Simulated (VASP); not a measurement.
# Br (Pm-3m) in VASP: a series of runs

The runs below take Br through single point, with r2SCAN.

Program: VASP 6.6.1. These are calculated values, not measurements. Logs are shortened: lines on timing, memory, paths and dates and some standing lists are left out, and cuts for length are marked.

**1. The structure**

The structure is cubic, space group Pm-3m (No. 221). Conventional cell: a = 4.598 Å, b = 4.598 Å, c = 4.598 Å, α = 90.00°, β = 90.00°, γ = 90.00°. Around Br (site symmetry 4/mmm) lie 8 Br at 3.25 Å.

**2. Single point, r2SCAN**

File POSCAR:

```
Br
1.0
    4.5976000000      0.0000000000      0.0000000000
    0.0000000000      4.5976000000      0.0000000000
    0.0000000000      0.0000000000      4.5976000000
Br
3
Direct
    0.5000000000      0.0000000000      0.0000000000
    0.0000000000      0.5000000000      0.0000000000
    0.0000000000      0.0000000000      0.5000000000
```

File INCAR.step1:

```
PREC = Accurate
ENCUT = 520
ISMEAR = -1
SIGMA = 0.3
LREAL = False
LASPH = True
NELM = 100
NBANDS = 18
GGA = PE
ALGO = Normal
EDIFF = 1E-4
LWAVE = True
LCHARG = False
```

File INCAR.step2:

```
PREC = Accurate
ENCUT = 520
EDIFF = 1E-6
ISMEAR = -1
SIGMA = 0.3
LREAL = False
LASPH = True
NELM = 100
ALGO = Normal
ISIF = 2
LWAVE = False
LCHARG = True
METAGGA = R2SCAN
LMIXTAU = True
LELF = True
LVHAR = True
NBANDS = 18
ISTART = 1
```

File KPOINTS:

```
Automatic mesh
0
Gamma
  5 5 5
```

Potentials or basis: VASP PAW PBE potentials, release 64 (Br).

Launch:

```console
$ cat potpaw_PBE.64/Br/POTCAR > POTCAR
$ cp INCAR.step1 INCAR
$ mpirun -np 1 vasp_std > vasp.out
$ cp INCAR.step2 INCAR
$ mpirun -np 1 vasp_std > vasp.out
```

OUTCAR:

```text
PREC = Accurate
   ENCUT = 520
   EDIFF = 1E-6
   ISMEAR = -1
   LREAL = False
   LASPH = True
   NELM = 100
   ISIF = 2
   METAGGA = R2SCAN
   ISTART = 1

 ion  position               nearest neighbor table
   1  0.500  0.000  0.000-
   2  0.000  0.500  0.000-
   3  0.000  0.000  0.500-

  LATTYP: Found a simple cubic cell.
 ALAT       =     4.5976000000

  Lattice vectors:

 A1 = (   4.5976000000,   0.0000000000,   0.0000000000)
 A2 = (   0.0000000000,   4.5976000000,   0.0000000000)
 A3 = (   0.0000000000,   0.0000000000,   4.5976000000)

Analysis of symmetry for initial positions (statically):
=====================================================================
 Subroutine PRICEL returns:
 Original cell was already a primitive cell.

 Routine SETGRP: Setting up the symmetry group for a
 simple cubic supercell.

 Subroutine GETGRP returns: Found 48 space group operations
 (whereof 48 operations were pure point group operations)
 out of a pool of 48 trial point group operations.

The static configuration has the point symmetry O_h .

Analysis of symmetry for dynamics (positions and initial velocities):
=====================================================================
 Subroutine PRICEL returns:
 Original cell was already a primitive cell.

 Routine SETGRP: Setting up the symmetry group for a
 simple cubic supercell.

 Subroutine GETGRP returns: Found 48 space group operations
 (whereof 48 operations were pure point group operations)
 out of a pool of 48 trial point group operations.

The dynamic configuration has the point symmetry O_h .

 Subroutine INISYM returns: Found 48 space group operations
 (whereof 48 operations are pure point group operations),
 and found     1 'primitive' translations

----------------------------------------------------------------------------------------

                                     Primitive cell

  volume of cell :      97.1837

  direct lattice vectors                    reciprocal lattice vectors
     4.597600000  0.000000000  0.000000000     0.217504785  0.000000000  0.000000000
     0.000000000  4.597600000  0.000000000     0.000000000  0.217504785  0.000000000
     0.000000000  0.000000000  4.597600000     0.000000000  0.000000000  0.217504785

  length of vectors
     4.597600000  4.597600000  4.597600000     0.217504785  0.217504785  0.217504785

  position of ions in fractional coordinates (direct lattice)
     0.500000000  0.000000000  0.000000000
     0.000000000  0.500000000  0.000000000
     0.000000000  0.000000000  0.500000000

  ion indices of the primitive-cell ions
   primitive index   ion index
                 1           1
                 2           2
                 3           3

----------------------------------------------------------------------------------------

 KPOINTS: Automatic mesh

Automatic generation of k-mesh.
 Grid dimensions read from file:
 generate k-points for:    5    5    5

 Generating k-lattice:

  Cartesian coordinates                     Fractional coordinates (reciprocal lattice)
     0.043500957  0.000000000  0.000000000     0.200000000  0.000000000  0.000000000
     0.000000000  0.043500957  0.000000000     0.000000000  0.200000000  0.000000000
     0.000000000  0.000000000  0.043500957     0.000000000  0.000000000  0.200000000

  Length of vectors
     0.043500957  0.043500957  0.043500957

  Shift w.r.t. Gamma in fractional coordinates (k-lattice)
     0.000000000  0.000000000  0.000000000

 Subroutine IBZKPT returns following result:
 ===========================================

 Found     10 irreducible k-points:

 Following reciprocal coordinates:
            Coordinates               Weight
  0.000000  0.000000  0.000000      1.000000
  0.200000  0.000000  0.000000      6.000000
  0.400000  0.000000  0.000000      6.000000
  0.200000  0.200000  0.000000     12.000000
  0.400000  0.200000  0.000000     24.000000
  0.400000  0.400000  0.000000     12.000000
  0.200000  0.200000  0.200000      8.000000
  0.400000  0.200000  0.200000     24.000000
  0.400000  0.400000  0.200000     24.000000
  0.400000  0.400000  0.400000      8.000000
   k-points           NKPTS =     10   k-points in BZ     NKDIM =     10   number of bands    NBANDS=     18
   number of dos      NEDOS =    301   number of ions     NIONS =      3
   total plane-waves  NPLWV =  46656
   dimension x,y,z NGX =    36 NGY =   36 NGZ =   36
   dimension x,y,z NGXF=    72 NGYF=   72 NGZF=   72
   ions per type =               3
   NGX,Y,Z   is equivalent  to a cutoff of  13.02, 13.02, 13.02 a.u.
   NGXF,Y,Z  is equivalent  to a cutoff of  26.03, 26.03, 26.03 a.u.
 SYSTEM =  unknown system
   PREC   = accura    normal or accurate (medium, high low for compatibility)
   ISTART =      1    job   : 0-new  1-cont  2-samecut
   ICHARG =      0    charge: 1-file 2-atom 10-const
   ISPIN  =      1    spin polarized calculation?
   LNONCOLLINEAR =      F non collinear calculations
   LSORBIT =      F    spin-orbit coupling
   LASPH  =      T    aspherical Exc in radial PAW
   ENCUT  =  520.0 eV  38.22 Ry    6.18 a.u.   8.55  8.55  8.55*2*pi/ulx,y,z
   NELM   =    100;   NELMIN=  2; NELMDL=  0     # of ELM steps
   EDIFF  = 0.1E-05   stopping-criterion for ELM
   LREAL  =      F    real-space projection
   EDIFFG = 0.1E-04   stopping-criterion for IOM
   NSW    =      0    number of steps for IOM
   IBRION =     -1    ionic relax: 0-MD 1-quasi-New 2-CG
   NFREE  =      0    steps in history (QN), initial steepest desc. (CG)
   ISIF   =      2    stress and relaxation
   ISYM   =      2    0-nonsym 1-usesym 2-fastsym
   POTIM  = 0.5000    time-step for ionic-motion
   TEBEG  =    0.0;   TEEND  =   0.0 temperature during run
   PSTRESS=    0.0 pullay stress
   NELECT =      21.0000    total number of electrons
   NUPDOWN=      -1.0000    fix difference up-down
   EMIN   =  10.00;   EMAX   =-10.00  energy-range for DOS
   EFERMI =   0.00;   METHOD = LEGACY
   ISMEAR =    -1;   SIGMA  =   0.30  broadening in eV -4-tet -1-fermi 0-gaus
   EFERMI_NEDOS =   21; number of points for ismear=-14 and -15
   IALGO  =     38    algorithm
   IMIX   =      4    mixing-type and parameters
     AMIX     =   0.40;   BMIX     =  1.00
     AMIX_MAG =   1.60;   BMIX_MAG =  1.00
  volume/ion in A,a.u.               =      32.39       218.61
  Fermi-wavevector in a.u.,A,eV,Ry     =   0.982389  1.856446 13.130817  0.965088
  Thomas-Fermi vector in A             =   2.113468
   LORBIT       =      0    0 simple, 1 ext, 2 COOP (PROOUT), +10 PAW based schemes
   METAGGA = R2SCAN    functional components
   LHFCALC =     F    Hartree Fock is set to
   AEXX    =    0.0000 exact exchange contribution
   IVDW    =     0    specifies the selected vdW correction
   LEPSILON=     F    determine dielectric tensor
   LRPA    =     F    only Hartree local field effects (RPA)
 non-spin polarized calculation
  energy-cutoff  :      520.00
  volume of cell :       97.18
 maximum number of plane-waves:      2641
 NGX is ok and might be reduce to    36
   NGX = 17   NGY = 17   NGZ = 17

 number of electron      21.0000006 magnetization

 Free energy of the ion-electron system (eV)
  ---------------------------------------------------
  ext. energy  EPLUGINS =         0.00000000
  ---------------------------------------------------
  free energy    TOTEN  =       -38.43258658 eV

  energy without entropy =      -37.26274020  energy(sigma->0) =      -37.84766339

 E-fermi :  -0.1834     XC(G=0):  -8.5537

 val. band max:       -0.2247453506   @ k =   0.4000   0.0000   0.0000
 cond. band min:      -0.1178882439   @ k =   0.4000   0.2000   0.0000
 fundamental gap:      0.1068571067
 Fermi energy:        -0.1833688007

 k-point     1 :       0.0000    0.0000    0.0000
  band No.  band energies     occupation
      1     -15.8897      2.00000
      2     -14.0700      2.00000
      3     -14.0700      2.00000
      4      -3.8955      1.99999
      5      -3.8955      1.99999
      6      -3.8955      1.99999
[... 10 lines left out ...]
     17       9.4082      0.00000
     18       9.4082      0.00000

 k-point     2 :       0.2000    0.0000    0.0000
  band No.  band energies     occupation
      1     -15.7611      2.00000
      2     -14.2543      2.00000
      3     -14.0610      2.00000
      4      -3.7264      1.99999
      5      -3.7264      1.99999
      6      -3.6221      1.99998
[... 10 lines left out ...]
     17       9.6091      0.00000
     18      10.0508      0.00000

 k-point     3 :       0.4000    0.0000    0.0000
  band No.  band energies     occupation
      1     -15.4481      2.00000
      2     -14.6550      2.00000
      3     -14.0465      2.00000
      4      -3.3408      1.99995
      5      -3.3408      1.99995
      6      -2.8666      1.99974
[... 10 lines left out ...]
     17      10.9487      0.00000
     18      10.9487      0.00000

 k-point     4 :       0.2000    0.2000    0.0000
  band No.  band energies     occupation
      1     -15.6374      2.00000
      2     -14.3117      2.00000
      3     -14.1579      2.00000
      4      -3.9137      1.99999
      5      -3.5520      1.99997
      6      -3.0749      1.99987
[... 10 lines left out ...]
     17       9.8961      0.00000
     18      10.3031      0.00000

 k-point     5 :       0.4000    0.2000    0.0000
  band No.  band energies     occupation
      1     -15.3332      2.00000
      2     -14.6428      2.00000
      3     -14.1796      2.00000
      4      -3.6814      1.99998
      5      -3.1444      1.99990
      6      -2.9583      1.99981
[... 10 lines left out ...]
     17      10.5466      0.00000
     18      11.0217      0.00000

 k-point     6 :       0.4000    0.4000    0.0000
  band No.  band energies     occupation
      1     -15.0386      2.00000
      2     -14.6587      2.00000
      3     -14.4683      2.00000
      4      -3.8640      1.99999
      5      -3.6035      1.99998
      6      -2.6327      1.99943
[... 10 lines left out ...]
     17      10.8436      0.00000
     18      12.0030      0.00000

 k-point     7 :       0.2000    0.2000    0.2000
  band No.  band energies     occupation
      1     -15.5204      2.00000
      2     -14.2998      2.00000
      3     -14.2998      2.00000
      4      -4.2071      2.00000
      5      -3.0302      1.99985
      6      -3.0302      1.99985
[... 10 lines left out ...]
     17       9.7367      0.00000
     18      11.2631      0.00000

 k-point     8 :       0.4000    0.2000    0.2000
  band No.  band energies     occupation
      1     -15.2309      2.00000
      2     -14.6301      2.00000
      3     -14.2804      2.00000
      4      -4.1727      2.00000
      5      -3.1154      1.99989
      6      -3.0030      1.99983
[... 10 lines left out ...]
     17      11.1245      0.00000
     18      11.9238      0.00000

 k-point     9 :       0.4000    0.4000    0.2000
  band No.  band energies     occupation
      1     -14.9714      2.00000
      2     -14.6432      2.00000
      3     -14.5048      2.00000
      4      -4.4637      2.00000
      5      -3.7103      1.99998
      6      -3.0203      1.99984
[... 10 lines left out ...]
     17      11.3997      0.00000
     18      11.6380      0.00000

 k-point    10 :       0.4000    0.4000    0.4000
  band No.  band energies     occupation
      1     -14.8085      2.00000
      2     -14.6180      2.00000
      3     -14.6180      2.00000
      4      -5.0605      2.00000
      5      -3.6826      1.99998
      6      -3.6475      1.99998
[... 10 lines left out ...]
     17      11.5875      0.00000
     18      12.2377      0.00000

------------------------ aborting loop because EDIFF is reached ----------------------------------------

  FORCE on cell =-STRESS in cart. coord.  units (eV):
  Direction    XX          YY          ZZ          XY          YZ          ZX
  --------------------------------------------------------------------------------------
  -------------------------------------------------------------------------------------
  Total        0.1610987      0.1610987      0.1610987      0.0000000      0.0000000      0.0000000
  in kB        2.6558836      2.6558836      2.6558836      0.0000000      0.0000000      0.0000000
  external PRESSURE =       2.6558836 kB  Pullay stress =       0.0000000 kB

 VOLUME and BASIS-vectors are now :
 -----------------------------------------------------------------------------
  energy-cutoff  :      520.00
  volume of cell :       97.18
      direct lattice vectors                 reciprocal lattice vectors
     4.597600000  0.000000000  0.000000000     0.217504785  0.000000000  0.000000000
     0.000000000  4.597600000  0.000000000     0.000000000  0.217504785  0.000000000
     0.000000000  0.000000000  4.597600000     0.000000000  0.000000000  0.217504785

 POSITION                                       TOTAL-FORCE (eV/Angst)
 -----------------------------------------------------------------------------------
      2.29880      0.00000      0.00000         0.000000      0.000000      0.000000
      0.00000      2.29880      0.00000         0.000000      0.000000      0.000000
      0.00000      0.00000      2.29880         0.000000      0.000000      0.000000
 -----------------------------------------------------------------------------------
    total drift:                                0.000000      0.000000     -0.000000

  FREE ENERGIE OF THE ION-ELECTRON SYSTEM (eV)
  ---------------------------------------------------
  free  energy   TOTEN  =       -38.4325865841 eV

  energy  without entropy=      -37.2627402034  energy(sigma->0) =      -37.84766339
```

Run time: 55 s. Hardware: 1 thread of Intel Xeon Platinum 8488C (Sapphire Rapids), shared host; peak memory 0.2 GiB.

What came out:

```
Free energy            : -38.4326 eV
Pressure               : 0.3 GPa
Band gap on the k mesh : none (metal or under the smearing width)
```

Caveat: the PAW data sets were made with another functional, which shifts forces and pressure a little; an odd number of electrons without spin polarisation forces a metal; a magnetic or distorted state may lie lower.

**3. Single point, r2SCAN**

POSCAR is that of step 2.

File INCAR.step1:

```
SYSTEM = Br
PREC = Accurate
ENCUT = 520
ISMEAR = -1
SIGMA = 0.5
LREAL = .FALSE.
LASPH = .TRUE.
NELM = 100
NBANDS = 18
GGA = PE
ALGO = Normal
EDIFF = 1E-4
LWAVE = .TRUE.
LCHARG = .FALSE.
```

File INCAR.step2:

```
SYSTEM = Br
PREC = Accurate
ENCUT = 520
EDIFF = 1E-6
ISMEAR = -1
SIGMA = 0.5
LREAL = .FALSE.
LASPH = .TRUE.
NELM = 100
ALGO = Normal
ISIF = 2
LWAVE = .FALSE.
LCHARG = .FALSE.
METAGGA = R2SCAN
LMIXTAU = .TRUE.
NBANDS = 18
ISTART = 1
```

File KPOINTS:

```
Automatic mesh
0
G
  5 5 5
  0 0 0
```

Potentials or basis: VASP PAW PBE potentials, release 64 (Br).

Launch:

```console
$ cat potpaw_PBE.64/Br/POTCAR > POTCAR
$ cp INCAR.step1 INCAR
$ mpirun -np 1 vasp_std > vasp.out
$ cp INCAR.step2 INCAR
$ mpirun -np 1 vasp_std > vasp.out
```

Wall time 47 s (1 thread of Intel Xeon Platinum 8488C (Sapphire Rapids), shared host); peak memory 0.2 GiB.

It converged, with:

* Free energy: -39.3280 eV
* Pressure: 1.5 GPa
* Band gap on the k mesh: none (metal or under the smearing width)

Levels at points of the mesh, in eV from the Fermi level:
| k point | band 6 | band 7 | band 8 | band 9 | band 10 | band 11 | band 12 | band 13 | band 14 | band 15 |
| --- | --- | --- | --- | --- | --- | --- | --- | --- | --- | --- |
| (0.00, 0.00, 0.00) | -3.79 | -1.07 | -1.07 | -1.07 | 0.27 | 0.27 | 0.27 | 5.40 | 7.98 | 8.83 |

Caveat: the PAW data sets were made with another functional, which shifts forces and pressure a little; an odd number of electrons without spin polarisation forces a metal; a magnetic or distorted state may lie lower.
